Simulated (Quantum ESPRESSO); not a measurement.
# Bi under changes of volume

One of the cells (31.117 Å³/atom); the others are scaled copies at fixed shape and fractional positions:

```
Bi
1.0
    -1.98143    1.98143    1.98143
     1.98143   -1.98143    1.98143
     1.98143    1.98143   -1.98143
Bi
1
Direct
  0.00000 0.00000 0.00000
```

This isn't the form of Bi at room conditions, which is rhombohedral.

| Quantity | Value |
| --- | --- |
| Program | Quantum ESPRESSO 7.5 |
| Functional | PBEsol |
| Potentials or basis | PseudoDojo 0.4.1 SR PBEsol standard |
| Cutoff | 898 eV |
| Density cutoff | 3592 eV |
| k mesh | 9 × 9 × 9 |
| Occupations | fermi-dirac, width 0.05 eV |
| Spin | no spin polarisation |

| volume (Å³/atom) | energy over the lowest point (meV/atom) | pressure (GPa) |
| --- | --- | --- |
| 29.250 | ? | ? |
| 29.872 | 0.00 | 0.4 |
| 30.495 | 0.63 | -0.9 |
| 31.117 | 5.94 | -2.0 |
| 31.739 | 15.39 | -2.9 |
| 32.362 | 28.44 | -3.8 |
| 32.984 | 44.60 | -4.5 |

What does the run at 29.250 Å³/atom give?

Energy over the lowest point 4.49 meV/atom; pressure 1.7 GPa.

Worked out: A Birch-Murnaghan fit of order 3 (a polynomial in V^(-2/3)) to the other rows has its minimum at 30.10 Å³/atom with B0 = V·E''(V) = 64 GPa and B' = 5.5. It gives 4.76 meV/atom at 29.250 Å³/atom, against the run's 4.49, and -dE/dV = 2.0 GPa, against 1.7.

Energies are extrapolated to zero smearing.
